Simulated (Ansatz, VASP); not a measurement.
# One calculation of SnSe, two programs

INCAR

```
PREC = Accurate
ENCUT = 520
EDIFF = 1E-6
ISMEAR = -1
SIGMA = 0.05
LREAL = F
LASPH = T
NELM = 60
ALGO = Normal
ISIF = 2
LWAVE = F
LCHARG = T
GGA = PE
LELF = T
LVHAR = T
NBANDS = 17
```

KPOINTS

```
Automatic mesh
0
Gamma
  9 9 9
```

The input POSCAR:

```
SnSe
1.0
    0.0000000000      3.0104337128      3.0104337128
    3.0104337128      0.0000000000      3.0104337128
    3.0104337128      3.0104337128      0.0000000000
Sn Se
1 1
Direct
    0.0000000000      0.0000000000      0.0000000000
    0.5000000000      0.5000000000      0.5000000000
```

Input for Ansatz:

```yaml
crystal:
  lattice:
    - [0.0, 3.0104337128, 3.0104337128]
    - [3.0104337128, 0.0, 3.0104337128]
    - [3.0104337128, 3.0104337128, 0.0]
  atoms:
    - { symbol: Sn, position: [0.0, 0.0, 0.0] }
    - { symbol: Se, position: [0.5, 0.5, 0.5] }
kpoints:
  mp_grid: { grid: [9, 9, 9] }
scf:
  occupations: { method: fermi_dirac, width: 0.05 }
hamiltonian:
  xc: pbe
  pseudopotentials: { kind: all_electron, lapw: { basis_error: 0.001 } }
output:
  forces: true
  stress: true
  eigenvalues: true
  populations: true
```

Measurements of this composition are mostly on another form, of space group No. 62.

Alike in both runs: task single point; functional PBE; k mesh 9 × 9 × 9; occupations fermi-dirac, width 0.05 eV; no spin polarisation.

|  | VASP | Ansatz |
| --- | --- | --- |
| version | VASP 6.6.1 | Ansatz 0.2.0 |
| potentials or method | VASP PAW PBE potentials, release 64 (Sn_d, Se) | all-electron LAPW, scalar-relativistic |
| plane-wave cutoff (eV) | 520 | see its input |

|  | VASP | Ansatz | Ansatz less VASP |
| --- | --- | --- | --- |
| pressure (GPa) | 1.0 | 1.0 | +0.01 |

Ansatz ran all-electron here, so the differences hold the error of VASP's frozen core and of both bases.
